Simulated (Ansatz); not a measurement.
**Equation of state of indium, simple cubic**

Theory: Ansatz, DFT, PBE, plane waves (420 eV) with PAW, scalar-relativistic.

The cell is scaled uniformly from the relaxed one, with fractional coordinates and shape fixed. Energies are extrapolated to zero smearing, pressures are those at the given smearing. Magnetic state: spin not included.

| V (Å³/atom) | E − E₀ (meV/atom) | P (GPa) |
| --- | --- | --- |
| 25.987 | 57.0 | 5.62 |
| 27.168 | 24.3 | 3.36 |
| 28.349 | 6.2 | 1.58 |
| 29.531 | 0.0 | 0.17 |
| 30.712 | 3.3 | -0.95 |
| 31.893 | 13.9 | -1.84 |
| 33.074 | 30.5 | -2.53 |

Q: Fit a third-order Birch-Murnaghan equation.

A: V₀ = 29.68 Å³/atom, B₀ = 31 GPa, B₀′ = 4.7.
